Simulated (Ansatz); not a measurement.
BN (R3m) from a database structure, relaxed with r2SCAN+rVV10 in Ansatz. The symmetry is R3m (No. 160, trigonal); a = 2.500 Å, c = 9.760 Å in the conventional setting, 8.81 Å³ an atom. B has 3 N at 1.44 Å; N has 3 B at 1.44 Å.

The axes x, y and z are those of this cell:
```yaml
crystal:
  lattice:
    - [1.25012, 0.72176, 3.25333]
    - [-1.25012, 0.72176, 3.25333]
    - [0.00000, -1.44352, 3.25333]
  atoms:
    - { symbol: B, position: [0.99969, 0.99969, 0.99969] }
    - { symbol: N, position: [0.33274, 0.33274, 0.33274] }
```

Unstrained: PBE gives an indirect gap of 4.141 eV, from k = (-0.010, 0.294, -0.323) to F; the least direct gap is 4.703 eV at k = (-0.160, 0.160, -1/2). With r2SCAN the valence top lies at k = (-0.010, 0.294, -0.323) and the conduction bottom at F, 4.653 eV higher; the smallest vertical gap, at k = (-0.160, 0.160, -1/2), is 5.341 eV. With HSE06 the valence top lies at k = (-0.010, 0.294, -0.323) and the conduction bottom at F, 5.404 eV higher; the smallest vertical gap, at k = (-0.160, 0.160, -1/2), is 6.108 eV. Meshes: PBE 12×12×12, r2SCAN 12×12×12, HSE06 8×8×8. Strains are changes of length per length. After each strain the atoms were relaxed again with r2SCAN+rVV10 within the symmetry that the strain leaves, so tilts or polar shifts that break it weren't tested; points keep the names that they have in the unstrained zone. Calculated for a static, non-magnetic cell.

Q: Estimate what uniaxial -5.21 % along x, other directions held does to the gap.

A: PBE: the gap goes from 4.141 to 3.933 eV (-0.208 eV); the F points, equivalent before, split by 484 meV, and the conduction bottom lies at those like (1/2, 1/2, 0); the edges go from (-0.010, 0.294, -0.323) → F to Γ–S₀ (0.86) → F. r2SCAN: the gap goes from 4.653 to 4.422 eV (-0.231 eV); the F points, equivalent before, split by 522 meV, and the conduction bottom lies at those like (1/2, 1/2, 0); the edges go from (-0.010, 0.294, -0.323) → F to Γ–S₀ (0.86) → F. HSE06: the gap goes from 5.404 to 5.178 eV (-0.226 eV); the F points, equivalent before, split by 514 meV, and the conduction bottom lies at those like (1/2, 1/2, 0); the edges go from (-0.010, 0.294, -0.323) → F to Γ–S₀ (0.86) → F.

Q: Apply uniaxial -2.13 % along z, other directions held. How far does the gap move, against the unstrained cell?

A: PBE: the gap goes from 4.141 to 4.082 eV (-0.059 eV); the edges go from (-0.010, 0.294, -0.323) → F to (-0.005, 0.297, -0.312) → F. r2SCAN: the gap goes from 4.653 to 4.594 eV (-0.059 eV); the edges go from (-0.010, 0.294, -0.323) → F to (-0.005, 0.297, -0.312) → F. HSE06: the gap goes from 5.404 to 5.341 eV (-0.063 eV); the edges go from (-0.010, 0.294, -0.323) → F to (-0.005, 0.297, -0.312) → F.

Q: Estimate what isotropic +2.77 % on every length does to the gap.

A: PBE: the gap goes from 4.141 to 4.048 eV (-0.093 eV); the edges go from (-0.010, 0.294, -0.323) → F to Γ–S₀ (0.89) → F. r2SCAN: the gap goes from 4.653 to 4.556 eV (-0.097 eV); the edges go from (-0.010, 0.294, -0.323) → F to Γ–S₀ (0.89) → F. HSE06: the gap goes from 5.404 to 5.312 eV (-0.092 eV); the edges go from (-0.010, 0.294, -0.323) → F to Γ–S₀ (0.89) → F.

Q: Estimate what biaxial +4.63 % in x and y, z held does to the gap.

A: PBE: the gap goes from 4.141 to 3.867 eV (-0.274 eV); the edges go from (-0.010, 0.294, -0.323) → F to (-0.005, 0.297, -0.310) → F. r2SCAN: the gap goes from 4.653 to 4.369 eV (-0.284 eV); the edges go from (-0.010, 0.294, -0.323) → F to (-0.005, 0.297, -0.310) → F. HSE06: the gap goes from 5.404 to 5.122 eV (-0.282 eV); the edges go from (-0.010, 0.294, -0.323) → F to (-0.005, 0.297, -0.310) → F.

Where an edge lies off the special points, it is a point of the mesh or the k point where a search put PBE's edge or least direct gap, reused for the other functionals, whose own edges may lie a little apart.

Coordinates of k points refer to the reciprocal vectors of the primitive cell of the runs.
